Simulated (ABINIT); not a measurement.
# BN (P6_3mc): G0W0 in ABINIT against the exchange cutoff, part 2 of 2

Wanted: the cheapest exchange cutoff that holds the gap of BN (P6_3mc).

ABINIT 10.8.3; PBEsol and many-body steps on it, plane waves. Known limits of the many-body steps: not at the basis limit; coarse k mesh.

So far. Step 2 (Screening, 3×3×2 mesh, 17 bands, screening to 106.1 eV): Local fields lower ε∞ by 4 %. On a Γ-centred mesh this coarse the value itself is usually too large, while a short band sum pulls it down.

The database entry behind the starting cell has ideal inner coordinates that were not refined, so it need not match the best structure at ambient conditions.

## Step 5: 14.4 Ha

Level of this step: G0W0 on PBEsol, plane waves, norm-conserving pseudopotentials (ABINIT).

The self-energy is evaluated for the states that the input lists, and the levels follow from it, in one-shot runs by the linearised quasiparticle equation.

run.abi

```
acell 3*1.0 Angstrom
rprim 
  2.536000000002 -0.000000000000 0.000000000000
  -1.268000000000 2.196240423999 0.000000000000
  0.000000000000 0.000000000000 4.199000000000
ntypat 2
znucl 5 7
natom 4
typat 1 1 2 2
xred 
  0.666666666667 0.333333333333 0.000000000000
  0.333333333333 0.666666666667 0.500000000000
  0.666666666667 0.333333333333 0.375000000000
  0.333333333333 0.666666666667 0.875000000000
pp_dirpath "pseudos"
pseudos "B.upf, N.upf"
ecut 36
ngkpt 3 3 2
nshiftk 1
shiftk 0 0 0
kptopt 1
chksymbreak 0
istwfk *1
occopt 1
irdwfk 1
optdriver 4
nband 17
gwcalctyp 0
ecutsigx 14.4
symsigma 1
nkptgw 2
kptgw 
  0.0000000000 0.0000000000 0.0000000000
  0.3333333333 0.3333333333 0.0000000000
bdgw 
  7 10
  7 11
ecuteps 3.9
irdscr 1
ppmodel 1
indata_prefix "in"
outdata_prefix "out"
tmpdata_prefix "tmp"
```

The run is started by

```bash
$ OMP_NUM_THREADS=1 mpirun -n 4 abinit run.abi > log
```

Log:

```text
.Version 10.8.3 of ABINIT. v10.8.2 released Aug 2026.

 Symmetries : space group P6_3 m c (#186); Bravais hP (primitive hexag.)
[... echo of the input left out ...]
== DATASET  1 ==================================================================
-   mpi_nproc: 4, omp_nthreads: 1 (-1 if OMP is not activated)

--- !DatasetInfo
iteration_state: {dtset: 1, }
dimensions: {natom: 4, nkpt: 6, mband: 17, nsppol: 1, nspinor: 1, nspden: 1, mpw: 1677, }
cutoff_energies: {ecut:  36.0, pawecutdg:  -1.0, }
[...]
Band     E0 <VxcDFT>   SigX SigC(E0)      Z dSigC/dE  Sig(E)    E-E0       E
[...]
10  22.069 -15.753  -7.465  -4.228   0.829  -0.207 -12.388   3.365  25.434
       11  22.069 -15.753  -7.465  -4.228   0.829  -0.207 -12.388   3.365  25.434

== END DATASET(S) ==============================================================
================================================================================

 -outvars: echo values of variables after computation  --------
           etotal      0.0000000000E+00
            nband          17
             nkpt           6
          spgroup         186
 [... the other variables as echoed above ...]

 Calculation completed.
```

Elapsed: 3 s, on 4 MPI ranks of Arm Neoverse N1, shared host; peak memory 0.08 GiB; 12 s of CPU time.

Numbers from this step:

```
G0W0 gap on the points computed              : 6.875 eV
starting gap on the mesh                     : 5.041 eV
k of the valence top                         : 0, 0, 0
k of the conduction bottom                   : 0.3333, 0.3333, 0
least direct G0W0 gap on the computed points : 10.90 eV
```

The gap on the mesh goes from 5.04 eV to 6.88 eV, a correction of +1.83 eV.

## Step 6: 25.2 Ha

run.abi: that of step 5 with these lines changed.

```diff
@@ -28,3 +28,3 @@
 gwcalctyp 0
-ecutsigx 14.4
+ecutsigx 25.2
 symsigma 1
```

Log:

```text
.Version 10.8.3 of ABINIT. v10.8.2 released Aug 2026.

 Symmetries : space group P6_3 m c (#186); Bravais hP (primitive hexag.)
[... echo of the input left out ...]
== DATASET  1 ==================================================================
-   mpi_nproc: 4, omp_nthreads: 1 (-1 if OMP is not activated)

--- !DatasetInfo
iteration_state: {dtset: 1, }
dimensions: {natom: 4, nkpt: 6, mband: 17, nsppol: 1, nspinor: 1, nspden: 1, mpw: 1677, }
cutoff_energies: {ecut:  36.0, pawecutdg:  -1.0, }
[...]
Band     E0 <VxcDFT>   SigX SigC(E0)      Z dSigC/dE  Sig(E)    E-E0       E
[...]
10  22.069 -15.753  -7.519  -4.228   0.829  -0.207 -12.432   3.320  25.389
       11  22.069 -15.753  -7.519  -4.228   0.829  -0.207 -12.432   3.321  25.390

== END DATASET(S) ==============================================================
================================================================================

 -outvars: echo values of variables after computation  --------
           etotal      0.0000000000E+00
            nband          17
             nkpt           6
          spgroup         186
 [... the other variables as echoed above ...]

 Calculation completed.
```

It took 3 s on 4 MPI ranks; peak memory 0.08 GiB.

This step gave:

- G0W0 gap on the points computed: 6.932 eV
- starting gap on the mesh: 5.041 eV
- k of the valence top: 0, 0, 0
- k of the conduction bottom: 0.3333, 0.3333, 0
- least direct G0W0 gap on the computed points: 10.96 eV

Against the run before, the gap moves by +0.057 eV.

## Step 7: 36 Ha

run.abi: that of step 6 with these lines changed.

```diff
@@ -28,3 +28,3 @@
 gwcalctyp 0
-ecutsigx 25.2
+ecutsigx 36
 symsigma 1
```

Log:

```text
.Version 10.8.3 of ABINIT. v10.8.2 released Aug 2026.

 Symmetries : space group P6_3 m c (#186); Bravais hP (primitive hexag.)
[... echo of the input left out ...]
== DATASET  1 ==================================================================
-   mpi_nproc: 4, omp_nthreads: 1 (-1 if OMP is not activated)

--- !DatasetInfo
iteration_state: {dtset: 1, }
dimensions: {natom: 4, nkpt: 6, mband: 17, nsppol: 1, nspinor: 1, nspden: 1, mpw: 1677, }
cutoff_energies: {ecut:  36.0, pawecutdg:  -1.0, }
[...]
Band     E0 <VxcDFT>   SigX SigC(E0)      Z dSigC/dE  Sig(E)    E-E0       E
[...]
10  22.069 -15.753  -7.525  -4.228   0.829  -0.207 -12.437   3.315  25.384
       11  22.069 -15.753  -7.525  -4.228   0.829  -0.207 -12.437   3.316  25.385

== END DATASET(S) ==============================================================
================================================================================

 -outvars: echo values of variables after computation  --------
           etotal      0.0000000000E+00
            nband          17
             nkpt           6
          spgroup         186
 [... the other variables as echoed above ...]

 Calculation completed.
```

Run time: 3.1 s. Hardware: 4 MPI ranks; peak memory 0.24 GiB.

This step gave:

| Property | Result |
| --- | --- |
| G0W0 gap on the points computed | 6.938 eV |
| starting gap on the mesh | 5.041 eV |
| k of the valence top | 0, 0, 0 |
| k of the conduction bottom | 0.3333, 0.3333, 0 |
| least direct G0W0 gap on the computed points | 10.97 eV |

Against the run before, the gap moves by +0.006 eV.

## Step 8: The runs together

Times are wall times on 4 MPI ranks of Arm Neoverse N1, shared host, good to a factor of about two. A run's time includes the screening step that it read.

```
    run   mesh  bands  screening cutoff (eV)  DFT gap (eV)  gap on the mesh (eV)  direct (eV)  ε∞ used   time
 3.6 Ha  3×3×2     17                  106.1         5.041                 5.561        9.788     5.11    6 s
 7.2 Ha  3×3×2     17                  106.1         5.041                 6.586       10.619     5.11    6 s
14.4 Ha  3×3×2     17                  106.1         5.041                 6.875       10.902     5.11  6.1 s
25.2 Ha  3×3×2     17                  106.1         5.041                 6.932       10.960     5.11  6.2 s
  36 Ha  3×3×2     17                  106.1         5.041                 6.938       10.967     5.11  6.2 s
```

## Step 9: Results

```json
{
  "3.6 Ha": "5.561 eV",
  "7.2 Ha": "6.586 eV",
  "14.4 Ha": "6.875 eV",
  "25.2 Ha": "6.932 eV",
  "36 Ha": "6.938 eV",
  "known limits": "not at the basis limit; coarse k mesh"
}
```

What this shows: The setting moved: exchange cutoff. From 3.6 Ha to 36 Ha the gap moves by +1.38 eV. It holds to 0.03 eV from 25.2 Ha on. Bands and screening cutoff are coupled, so a series along one setting does not show full convergence. Below the screening cutoff the correlation part is cut too. Bands and cutoff are finite, so the gap is not at the basis limit. The miss can reach some tenths of an eV and take either sign; the mesh is an error of its own. In the G0W0 runs levels were corrected at 2 k points alone, so a gap called «on the mesh» is the least over those, and an edge elsewhere would be missed. The 3×3×2 mesh is coarse for this cell, which bears on the long-range parts of exchange and screening.

[Paths, hosts, dates, memory and timing lines, banners, echoed tables and standing remarks are left out of the program output.]

[Logs are printed without paths, hosts, clocks, repeated set-up lines and the standing remarks that a program may print on its own settings, such as how far it seeks lower states.]

[Runs of the session that timed out or met a known fault of the program may be left out.]

[Hosts, paths, dates, database ids (printed as entryN), source tags and the programs' standing remarks are cut or masked in the printed files.]

[G0W0 gaps are taken among the corrected bands and points alone; a level outside them can change the order at an edge.]

[Where Ansatz stands beside ABINIT at settings called matched, ABINIT's density can come from a denser mesh and the files from another edition; pairs whose starting gaps differed by over 0.03 eV were left out, so agreement reads better than it is.]
